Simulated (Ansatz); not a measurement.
**WC in Ansatz: the effect of functional**

The system is WC.

```
W C
1.0
     0.00000    2.14792    2.14792
     2.14792    0.00000    2.14792
     2.14792    2.14792    0.00000
W C
1 1
Direct
  0.00000 0.00000 0.00000
  0.50000 0.50000 0.50000
```

Measurements of this composition are mostly on another form, of space group No. 187.

The cell isn't the ideal one: volume scaled by 0.94.

Alike in all runs:

- Program: Ansatz 0.2.0
- Task: single point
- Potentials or basis: Ansatz PAW
- k mesh: 10 × 10 × 10
- Occupations: fermi-dirac, width 0.05 eV
- Spin: no spin polarisation

Q: One run gave: pressure 20.0 GPa. Which functional did it use?
A. PBEsol
B. r2SCAN
C. LDA

A: B.

```csv
functional,cutoff,pressure (GPa)
LDA,420 eV (not typed: the program's choice for these potentials),7.7
PBEsol,420 eV (not typed: the program's choice for these potentials),14.3
r2SCAN,500 eV (not typed: the program's choice for these potentials),20.0
```

Caveats: the PAW data sets come from PBE, with cores solved anew for the run's functional, which leaves a small shift of forces and pressure.
